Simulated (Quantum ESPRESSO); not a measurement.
Crystal: MoS2.

```
Mo S
1.0
     3.22746    0.00000    0.00000
    -1.61373    2.79507    0.00000
     0.00000    0.00000    6.31247
Mo S
1 2
Cartesian
  0.0000 0.0000 3.1562
  1.6137 0.9317 4.7008
  0.0000 1.8634 1.6117
```

Measurements of this composition are mostly on another form, of space group No. 194.

Base run:

| Property | Result |
| --- | --- |
| Program | Quantum ESPRESSO 7.5 |
| Functional | LDA |
| Potentials or basis | PseudoDojo 0.4.1 SR LDA standard |
| Cutoff | 1088 eV |
| Density cutoff | 4354 eV |
| k mesh | 9 × 9 × 4 |
| Occupations | fermi-dirac, width 0.05 eV |
| Spin | no spin polarisation |

Its results: band gap on the k mesh none (metal or under the smearing width); pressure -5.9 GPa; largest force 0.145 eV/Å.

**Question.** The run is repeated on the same cell with these changes: functional from LDA to PBE; potentials or basis from PseudoDojo 0.4.1 SR LDA standard to PseudoDojo 0.4.1 SR PBE standard. What comes out?

**Answer.** Band gap on the k mesh none (metal or under the smearing width); pressure 1.1 GPa; largest force 0.291 eV/Å.

Caveats: this functional lacks dispersion, which binds the layers, so the pressure and a relaxed spacing across them are unreliable (some runs).
